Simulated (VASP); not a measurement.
# ZnSe in VASP: how settings move the PBE single point

Aim: see what changed inputs do to the PBE single point of zincblende ZnSe.

Code: VASP 6.6.1. PAW datasets, plane waves. Spin-unpolarised throughout; all numbers are computed.

## Step 1: The system as given

The cell comes from an earlier relaxation with r2SCAN in another program.

Space group F-43m (No. 216), cubic; conventional cell a = 5.665 Å, 22.72 Å³ an atom. Zn has 4 Se at 2.45 Å; Se has 4 Zn at 2.45 Å.

Structure file:

```cif
data_structure
_symmetry_space_group_name_H-M 'P 1'
_symmetry_Int_Tables_number 1
_cell_length_a 4.0056
_cell_length_b 4.0056
_cell_length_c 4.0056
_cell_angle_alpha 60.000
_cell_angle_beta 60.000
_cell_angle_gamma 60.000
_cell_volume 45.45
loop_
_atom_site_label
_atom_site_type_symbol
_atom_site_fract_x
_atom_site_fract_y
_atom_site_fract_z
_atom_site_occupancy
Zn1 Zn 0.00000 0.00000 0.00000 1
Se1 Se 0.25000 0.25000 0.25000 1
```

## Step 2: The reference run

Contents of INCAR:

```
ENCUT = 520.000000
SIGMA = 0.020000
EDIFF = 1.00e-07
GGA = PE
PREC = Accurate
IBRION = -1
ISIF = 2
ISMEAR = -1
NBANDS = 16
NELM = 120
NSW = 0
LASPH = .TRUE.
LCHARG = .FALSE.
LWAVE = .FALSE.
LREAL = .FALSE.
```

Contents of KPOINTS:

```
KPOINTS created by Atomic Simulation Environment
0
Gamma
8 8 8
0 0 0
```

Contents of POSCAR:

```
Zn Se
 1.0000000000000000
     0.0000000000000000    2.8324206797113822    2.8324206797113822
     2.8324206797113822    0.0000000000000000    2.8324206797113822
     2.8324206797113822    2.8324206797113822    0.0000000000000000
 Zn  Se
   1   1
Cartesian
  0.0000000000000000 -0.0000000000000000  0.0000000000000000
  1.4162103398556911  1.4162103398556911  1.4162103398556911
```

A file KPOINTS_OPT adds named points for the levels; it doesn't enter the self-consistent loop.

Potentials: the recommended PBE PAW datasets, 18 valence electrons.

Run with:

```sh
$ mpirun -np 1 vasp_std
```

The closing lines of the self-consistent loop in OSZICAR:

```text
DAV:  12    -0.601912539304E+01   -0.11198E-05   -0.48466E-06  1168   0.130E-02    0.267E-03
DAV:  13    -0.601912556813E+01   -0.17510E-06   -0.48805E-07  1120   0.521E-03    0.999E-04
DAV:  14    -0.601912557229E+01   -0.41509E-08   -0.35097E-08   944   0.204E-03
   1 F= -.60191256E+01 E0= -.60191256E+01  d E =-.644778E-11
```

Run time: 32 s. Hardware: 1 MPI rank of Intel Xeon Platinum 8488C, shared host; peak memory 0.19 GiB.

It gives: energy (σ→0) -6.0191 eV, pressure 2.44 GPa, gap on the mesh 1.30 eV.

## Step 3: Altered input 1

Contents of INCAR:

```
ENCUT = 520.000000
EDIFF = 1.00e-07
GGA = PE
PREC = Accurate
IBRION = -1
ISIF = 2
NBANDS = 16
NELM = 120
NSW = 0
LASPH = .TRUE.
LCHARG = .FALSE.
LWAVE = .FALSE.
LREAL = .FALSE.
ISMEAR = 0
SIGMA = 0.2
```

KPOINTS is that of step 2.

POSCAR is that of step 2.

Run with:

```sh
$ mpirun -np 1 vasp_std
```

Printed to the terminal (iteration lines stand in OSZICAR):

```text
POSCAR found type information on POSCAR ZnSe
 POSCAR found :  2 types and       2 ions
 LDA part: xc-table for (Slater+PW92), standard interpolation
 POSCAR, INCAR and KPOINTS ok, starting setup
 FFT: planning ... GRIDC
 FFT: planning ... GRID_SOFT
 FFT: planning ... GRID
 WAVECAR not read
 entering main loop
```

OSZICAR:

```text
N       E                     dE             d eps       ncg     rms          rms(c)
DAV:   1     0.855056742804E+02    0.85506E+02   -0.87729E+03   928   0.127E+03
DAV:   2    -0.921847128298E+00   -0.86428E+02   -0.81456E+02  1032   0.248E+02
DAV:   3    -0.626521018000E+01   -0.53434E+01   -0.53227E+01  1152   0.604E+01
DAV:   4    -0.630711465472E+01   -0.41904E-01   -0.41901E-01  1120   0.562E+00
DAV:   5    -0.630731135923E+01   -0.19670E-03   -0.19670E-03  1168   0.355E-01    0.476E+00
DAV:   6    -0.603810081918E+01    0.26921E+00   -0.53278E-01  1376   0.238E+01    0.363E+00
DAV:   7    -0.601900676064E+01    0.19094E-01   -0.15361E-01  1056   0.350E+00    0.155E+00
DAV:   8    -0.601879379083E+01    0.21297E-03   -0.43862E-03  1272   0.675E-01    0.451E-01
DAV:   9    -0.601902381813E+01   -0.23003E-03   -0.10934E-03  1080   0.251E-01    0.662E-02
DAV:  10    -0.601913079716E+01   -0.10698E-03   -0.19090E-04  1160   0.103E-01    0.217E-02
DAV:  11    -0.601912427388E+01    0.65233E-05   -0.35944E-05  1112   0.508E-02    0.475E-03
DAV:  12    -0.601912539376E+01   -0.11199E-05   -0.48466E-06  1168   0.130E-02    0.267E-03
DAV:  13    -0.601912556901E+01   -0.17525E-06   -0.48804E-07  1120   0.521E-03    0.999E-04
DAV:  14    -0.601912557307E+01   -0.40582E-08   -0.35099E-08   944   0.204E-03
   1 F= -.60191256E+01 E0= -.60191256E+01  d E =-.210814E-07
```

OUTCAR, selected sections:

```text
k-points           NKPTS =     29   k-points in BZ     NKDIM =     29   number of bands    NBANDS=     16

   NELECT =      18.0000    total number of electrons

   dimension x,y,z NGX =    30 NGY =   30 NGZ =   30
   dimension x,y,z NGXF=    60 NGYF=   60 NGZF=   60

  energy-cutoff  :      520.00
  volume of cell :       45.45
      direct lattice vectors                 reciprocal lattice vectors
     0.000000000  2.832420680  2.832420680    -0.176527450  0.176527450  0.176527450
     2.832420680  0.000000000  2.832420680     0.176527450 -0.176527450  0.176527450
     2.832420680  2.832420680  0.000000000     0.176527450  0.176527450 -0.176527450

 k-points in reciprocal lattice and weights: KPOINTS created by Atomic Simulation Env
   0.00000000  0.00000000  0.00000000       0.002
   0.12500000  0.00000000  0.00000000       0.016
   0.25000000  0.00000000  0.00000000       0.016
   0.37500000  0.00000000  0.00000000       0.016
   0.50000000  0.00000000  0.00000000       0.008
   0.12500000  0.12500000  0.00000000       0.012
   0.25000000  0.12500000  0.00000000       0.047
   0.37500000  0.12500000  0.00000000       0.047
[... 21 more k-points ...]

 E-fermi :   2.2904

 k-point     1 :       0.0000    0.0000    0.0000
  band No.  band energies     occupation
      1     -11.6428      2.00000
      2      -4.9255      2.00000
      3      -4.9255      2.00000
      4      -4.9255      2.00000
      5      -4.5544      2.00000
      6      -4.5544      2.00000
      7       1.6258      2.00000
      8       1.6258      2.00000
      9       1.6258      2.00000
     10       2.9220      0.00001
     11       7.4258      0.00000
     12       7.4258      0.00000
     13       7.4258      0.00000
     14      11.5589      0.00000
     15      13.0891      0.00000
     16      13.0891      0.00000

 k-point     2 :       0.1250    0.0000    0.0000
  band No.  band energies     occupation
      1     -11.5418      2.00000
      2      -4.9186      2.00000
      3      -4.9096      2.00000
      4      -4.9096      2.00000
      5      -4.5558      2.00000
      6      -4.5558      2.00000
      7       0.3069      2.00000
      8       1.4733      2.00000
      9       1.4733      2.00000
     10       3.9074      0.00000
     11       7.3713      0.00000
     12       7.6802      0.00000
     13       7.6802      0.00000
     14      12.3057      0.00000
     15      12.3057      0.00000
     16      12.4242      0.00000

 k-point     3 :       0.2500    0.0000    0.0000
  band No.  band energies     occupation
      1     -11.2796      2.00000
      2      -4.8746      2.00000
      3      -4.8746      2.00000
      4      -4.8634      2.00000
      5      -4.5543      2.00000
      6      -4.5543      2.00000
      7      -1.4249      2.00000
      8       1.1476      2.00000
      9       1.1476      2.00000
     10       4.3773      0.00000
     11       8.0590      0.00000
     12       8.0590      0.00000
     13       8.1987      0.00000
     14      12.0693      0.00000
     15      12.0693      0.00000
     16      12.3490      0.00000

[... the tables of k-points 4 to 29 left out ...]

  Total        0.6917478      0.6917478      0.6917478      0.0000000      0.0000000     -0.0000000
  in kB       24.3868150     24.3868150     24.3868150      0.0000000      0.0000000     -0.0000000
  external PRESSURE =      24.3868150 kB  Pullay stress =       0.0000000 kB

 POSITION                                       TOTAL-FORCE (eV/Angst)
 -----------------------------------------------------------------------------------
      0.00000      0.00000      0.00000        -0.000000     -0.000000     -0.000000
      1.41621      1.41621      1.41621         0.000000      0.000000      0.000000
 -----------------------------------------------------------------------------------
    total drift:                               -0.000001     -0.000001     -0.000001

  FREE ENERGIE OF THE ION-ELECTRON SYSTEM (eV)
  ---------------------------------------------------
  free  energy   TOTEN  =        -6.0191255731 eV

  energy  without entropy=       -6.0191255520  energy(sigma->0) =       -6.01912556
```

Run time: 28 s. Hardware: 1 MPI rank of Intel Xeon Platinum 8488C, shared host; peak memory 0.17 GiB.

Changed: ISMEAR = 0, SIGMA = 0.2. The run ends normally. Against the reference the energy moves by less than 0.1 meV/atom.

## Step 4: Altered input 2

INCAR, as its differences from that of step 2:

```diff
@@ -15 +15,7 @@
 LREAL = .FALSE.
+LDAU = .TRUE.
+LDAUTYPE = 2
+LDAUL = 2 -1
+LDAUU = 1.0 0
+LDAUJ = 0 0
+LMAXMIX = 4
```

KPOINTS is that of step 2.

POSCAR is that of step 2.

Run with:

```sh
$ mpirun -np 1 vasp_std
```

Printed to the terminal (iteration lines stand in OSZICAR):

```text
POSCAR found type information on POSCAR ZnSe
 POSCAR found :  2 types and       2 ions
 LDA part: xc-table for (Slater+PW92), standard interpolation
 POSCAR, INCAR and KPOINTS ok, starting setup
 FFT: planning ... GRIDC
 FFT: planning ... GRID_SOFT
 FFT: planning ... GRID
 WAVECAR not read
 entering main loop
```

OSZICAR:

```text
N       E                     dE             d eps       ncg     rms          rms(c)
DAV:   1     0.859608440371E+02    0.85961E+02   -0.88064E+03   928   0.127E+03
DAV:   2    -0.705037358409E+00   -0.86666E+02   -0.81761E+02  1032   0.250E+02
DAV:   3    -0.615691033047E+01   -0.54519E+01   -0.54321E+01  1168   0.617E+01
DAV:   4    -0.619871970257E+01   -0.41809E-01   -0.41806E-01  1096   0.568E+00
DAV:   5    -0.619890833499E+01   -0.18863E-03   -0.18863E-03  1176   0.347E-01    0.506E+00
DAV:   6    -0.594469772211E+01    0.25421E+00   -0.48196E-01  1368   0.208E+01    0.374E+00
DAV:   7    -0.592590945233E+01    0.18788E-01   -0.14100E-01  1056   0.320E+00    0.154E+00
DAV:   8    -0.592625699311E+01   -0.34754E-03   -0.41493E-03  1216   0.607E-01    0.439E-01
DAV:   9    -0.592649752169E+01   -0.24053E-03   -0.10559E-03  1080   0.236E-01    0.648E-02
DAV:  10    -0.592659103518E+01   -0.93513E-04   -0.13779E-04  1176   0.823E-02    0.192E-02
DAV:  11    -0.592659675718E+01   -0.57220E-05   -0.27346E-05  1064   0.355E-02    0.539E-03
DAV:  12    -0.592659800068E+01   -0.12435E-05   -0.21167E-06  1208   0.932E-03    0.468E-03
DAV:  13    -0.592659783359E+01    0.16709E-06   -0.25270E-07  1128   0.516E-03    0.864E-04
DAV:  14    -0.592659792740E+01   -0.93809E-07   -0.44237E-08   832   0.178E-03
   1 F= -.59265979E+01 E0= -.59265979E+01  d E =-.716919E-12
```

From OUTCAR:

```text
k-points           NKPTS =     29   k-points in BZ     NKDIM =     29   number of bands    NBANDS=     16

   NELECT =      18.0000    total number of electrons

   dimension x,y,z NGX =    30 NGY =   30 NGZ =   30
   dimension x,y,z NGXF=    60 NGYF=   60 NGZF=   60

  energy-cutoff  :      520.00
  volume of cell :       45.45
      direct lattice vectors                 reciprocal lattice vectors
     0.000000000  2.832420680  2.832420680    -0.176527450  0.176527450  0.176527450
     2.832420680  0.000000000  2.832420680     0.176527450 -0.176527450  0.176527450
     2.832420680  2.832420680  0.000000000     0.176527450  0.176527450 -0.176527450

 k-points in reciprocal lattice and weights: KPOINTS created by Atomic Simulation Env
   0.00000000  0.00000000  0.00000000       0.002
   0.12500000  0.00000000  0.00000000       0.016
   0.25000000  0.00000000  0.00000000       0.016
   0.37500000  0.00000000  0.00000000       0.016
   0.50000000  0.00000000  0.00000000       0.008
   0.12500000  0.12500000  0.00000000       0.012
   0.25000000  0.12500000  0.00000000       0.047
   0.37500000  0.12500000  0.00000000       0.047
[... 21 more k-points ...]

 E-fermi :   2.0358

 k-point     1 :       0.0000    0.0000    0.0000
  band No.  band energies     occupation
      1     -11.6390      2.00000
      2      -5.2974      2.00000
      3      -5.2974      2.00000
      4      -5.2974      2.00000
      5      -4.9439      2.00000
      6      -4.9439      2.00000
      7       1.5803      2.00000
      8       1.5803      2.00000
      9       1.5803      2.00000
     10       2.9338      0.00000
     11       7.4373      0.00000
     12       7.4373      0.00000
     13       7.4373      0.00000
     14      11.5643      0.00000
     15      13.0204      0.00000
     16      13.0204      0.00000

 k-point     2 :       0.1250    0.0000    0.0000
  band No.  band energies     occupation
      1     -11.5392      2.00000
      2      -5.2851      2.00000
      3      -5.2822      2.00000
      4      -5.2822      2.00000
      5      -4.9453      2.00000
      6      -4.9453      2.00000
      7       0.2698      2.00000
      8       1.4309      2.00000
      9       1.4309      2.00000
     10       3.9137      0.00000
     11       7.3756      0.00000
     12       7.6898      0.00000
     13       7.6898      0.00000
     14      12.2482      0.00000
     15      12.2482      0.00000
     16      12.4295      0.00000

 k-point     3 :       0.2500    0.0000    0.0000
  band No.  band energies     occupation
      1     -11.2807      2.00000
      2      -5.2488      2.00000
      3      -5.2488      2.00000
      4      -5.2156      2.00000
      5      -4.9441      2.00000
      6      -4.9441      2.00000
      7      -1.4676      2.00000
      8       1.1117      2.00000
      9       1.1117      2.00000
     10       4.3876      0.00000
     11       8.0612      0.00000
     12       8.0612      0.00000
     13       8.1951      0.00000
     14      12.0183      0.00000
     15      12.0183      0.00000
     16      12.3385      0.00000

[... the tables of k-points 4 to 29 left out ...]

  Total        0.6400388      0.6400388      0.6400388     -0.0000000      0.0000000     -0.0000000
  in kB       22.5638700     22.5638700     22.5638700     -0.0000000      0.0000000     -0.0000000
  external PRESSURE =      22.5638700 kB  Pullay stress =       0.0000000 kB

 POSITION                                       TOTAL-FORCE (eV/Angst)
 -----------------------------------------------------------------------------------
      0.00000      0.00000      0.00000         0.000000      0.000000     -0.000000
      1.41621      1.41621      1.41621        -0.000000     -0.000000      0.000000
 -----------------------------------------------------------------------------------
    total drift:                               -0.000001     -0.000001     -0.000001

  FREE ENERGIE OF THE ION-ELECTRON SYSTEM (eV)
  ---------------------------------------------------
  free  energy   TOTEN  =        -5.9265979274 eV

  energy  without entropy=       -5.9265979274  energy(sigma->0) =       -5.92659793
```

It took 23 s on 1 MPI rank of Intel Xeon Platinum 8488C, shared host; peak memory 0.18 GiB.

Changed: LDAU = .TRUE., LDAUTYPE = 2, LDAUL = 2 -1, LDAUU = 1.0 0, LDAUJ = 0 0, LMAXMIX = 4. VASP runs to the end. Its total energy is on another scale than the reference's; the gap on the mesh goes from 1.30 to 1.35 eV.

## Step 5: Altered input 3

Contents of INCAR:

```
ENCUT = 520.000000
EDIFF = 1.00e-07
GGA = PE
PREC = Accurate
IBRION = -1
ISIF = 2
NBANDS = 16
NSW = 0
LASPH = .TRUE.
LCHARG = .FALSE.
LWAVE = .FALSE.
LREAL = .FALSE.
ISMEAR = 0
SIGMA = 0.01
NELM = 87
```

KPOINTS is that of step 2.

POSCAR is that of step 2.

Run with:

```sh
$ mpirun -np 1 vasp_std
```

Printed to the terminal (iteration lines stand in OSZICAR):

```text
POSCAR found type information on POSCAR ZnSe
 POSCAR found :  2 types and       2 ions
 LDA part: xc-table for (Slater+PW92), standard interpolation
 POSCAR, INCAR and KPOINTS ok, starting setup
 FFT: planning ... GRIDC
 FFT: planning ... GRID_SOFT
 FFT: planning ... GRID
 WAVECAR not read
 entering main loop
```

OSZICAR:

```text
N       E                     dE             d eps       ncg     rms          rms(c)
DAV:   1     0.855092014193E+02    0.85509E+02   -0.87729E+03   928   0.127E+03
DAV:   2    -0.921847093288E+00   -0.86431E+02   -0.81446E+02  1032   0.249E+02
DAV:   3    -0.626521018020E+01   -0.53434E+01   -0.53227E+01  1152   0.604E+01
DAV:   4    -0.630711465454E+01   -0.41904E-01   -0.41901E-01  1120   0.562E+00
DAV:   5    -0.630731135942E+01   -0.19670E-03   -0.19670E-03  1168   0.355E-01    0.476E+00
DAV:   6    -0.603810081906E+01    0.26921E+00   -0.53278E-01  1376   0.238E+01    0.363E+00
DAV:   7    -0.601900675946E+01    0.19094E-01   -0.15361E-01  1056   0.350E+00    0.155E+00
DAV:   8    -0.601879379001E+01    0.21297E-03   -0.43862E-03  1272   0.675E-01    0.451E-01
DAV:   9    -0.601902381723E+01   -0.23003E-03   -0.10934E-03  1080   0.251E-01    0.662E-02
DAV:  10    -0.601913079621E+01   -0.10698E-03   -0.19090E-04  1160   0.103E-01    0.217E-02
DAV:  11    -0.601912427315E+01    0.65231E-05   -0.35944E-05  1112   0.508E-02    0.475E-03
DAV:  12    -0.601912539307E+01   -0.11199E-05   -0.48466E-06  1168   0.130E-02    0.267E-03
DAV:  13    -0.601912556809E+01   -0.17502E-06   -0.48805E-07  1120   0.521E-03    0.999E-04
DAV:  14    -0.601912557228E+01   -0.41944E-08   -0.35099E-08   944   0.204E-03
   1 F= -.60191256E+01 E0= -.60191256E+01  d E =-.723183E-64
```

OUTCAR, selected sections:

```text
k-points           NKPTS =     29   k-points in BZ     NKDIM =     29   number of bands    NBANDS=     16

   NELECT =      18.0000    total number of electrons

   dimension x,y,z NGX =    30 NGY =   30 NGZ =   30
   dimension x,y,z NGXF=    60 NGYF=   60 NGZF=   60

  energy-cutoff  :      520.00
  volume of cell :       45.45
      direct lattice vectors                 reciprocal lattice vectors
     0.000000000  2.832420680  2.832420680    -0.176527450  0.176527450  0.176527450
     2.832420680  0.000000000  2.832420680     0.176527450 -0.176527450  0.176527450
     2.832420680  2.832420680  0.000000000     0.176527450  0.176527450 -0.176527450

 k-points in reciprocal lattice and weights: KPOINTS created by Atomic Simulation Env
   0.00000000  0.00000000  0.00000000       0.002
   0.12500000  0.00000000  0.00000000       0.016
   0.25000000  0.00000000  0.00000000       0.016
   0.37500000  0.00000000  0.00000000       0.016
   0.50000000  0.00000000  0.00000000       0.008
   0.12500000  0.12500000  0.00000000       0.012
   0.25000000  0.12500000  0.00000000       0.047
   0.37500000  0.12500000  0.00000000       0.047
[... 21 more k-points ...]

 E-fermi :   1.7430

 k-point     1 :       0.0000    0.0000    0.0000
  band No.  band energies     occupation
      1     -11.6428      2.00000
      2      -4.9255      2.00000
      3      -4.9255      2.00000
      4      -4.9255      2.00000
      5      -4.5544      2.00000
      6      -4.5544      2.00000
      7       1.6258      2.00000
      8       1.6258      2.00000
      9       1.6258      2.00000
     10       2.9220      0.00000
     11       7.4258      0.00000
     12       7.4258      0.00000
     13       7.4258      0.00000
     14      11.5589      0.00000
     15      13.0891      0.00000
     16      13.0891      0.00000

 k-point     2 :       0.1250    0.0000    0.0000
  band No.  band energies     occupation
      1     -11.5418      2.00000
      2      -4.9186      2.00000
      3      -4.9096      2.00000
      4      -4.9096      2.00000
      5      -4.5558      2.00000
      6      -4.5558      2.00000
      7       0.3069      2.00000
      8       1.4733      2.00000
      9       1.4733      2.00000
     10       3.9074      0.00000
     11       7.3713      0.00000
     12       7.6802      0.00000
     13       7.6802      0.00000
     14      12.3057      0.00000
     15      12.3057      0.00000
     16      12.4242      0.00000

 k-point     3 :       0.2500    0.0000    0.0000
  band No.  band energies     occupation
      1     -11.2796      2.00000
      2      -4.8746      2.00000
      3      -4.8746      2.00000
      4      -4.8634      2.00000
      5      -4.5543      2.00000
      6      -4.5543      2.00000
      7      -1.4249      2.00000
      8       1.1476      2.00000
      9       1.1476      2.00000
     10       4.3773      0.00000
     11       8.0590      0.00000
     12       8.0590      0.00000
     13       8.1987      0.00000
     14      12.0693      0.00000
     15      12.0693      0.00000
     16      12.3490      0.00000

[... the tables of k-points 4 to 29 left out ...]

  Total        0.6917477      0.6917477      0.6917477     -0.0000000      0.0000000      0.0000000
  in kB       24.3868118     24.3868118     24.3868118     -0.0000000      0.0000000      0.0000000
  external PRESSURE =      24.3868118 kB  Pullay stress =       0.0000000 kB

 POSITION                                       TOTAL-FORCE (eV/Angst)
 -----------------------------------------------------------------------------------
      0.00000      0.00000      0.00000        -0.000000      0.000000     -0.000000
      1.41621      1.41621      1.41621         0.000000     -0.000000      0.000000
 -----------------------------------------------------------------------------------
    total drift:                               -0.000001     -0.000001     -0.000001

  FREE ENERGIE OF THE ION-ELECTRON SYSTEM (eV)
  ---------------------------------------------------
  free  energy   TOTEN  =        -6.0191255723 eV

  energy  without entropy=       -6.0191255723  energy(sigma->0) =       -6.01912557
```

Run time: 27 s. Hardware: 1 MPI rank of Intel Xeon Platinum 8488C, shared host; peak memory 0.17 GiB.

Changed: ISMEAR = 0, SIGMA = 0.01, NELM = 87. The run ends normally. Against the reference the energy moves by less than 0.1 meV/atom.

## Step 6: All runs together

| run | changed | ending | energy change (meV/atom) | pressure (GPa) | gap on the mesh (eV; negative: overlap) | electronic steps | time | usable |
| --- | --- | --- | --- | --- | --- | --- | --- | --- |
| ref. | – | converged | 0 | 2.4 | 1.30 | 14 | 32 s | yes |
| 1 | ISMEAR = 0, SIGMA = 0.2 | converged | 0.0 | 2.4 | 1.30 | 14 | 28 s | yes |
| 2 | LDAU = .TRUE., LDAUTYPE = 2, LDAUL = 2 -1, LDAUU = 1.0 0, LDAUJ = 0 0, LMAXMIX = 4 | converged | – | 2.3 | 1.35 | 14 | 23 s | yes |
| 3 | ISMEAR = 0, SIGMA = 0.01, NELM = 87 | converged | 0.0 | 2.4 | 1.30 | 14 | 27 s | yes |

What this shows: Of 3 altered inputs, 3 gave usable results.
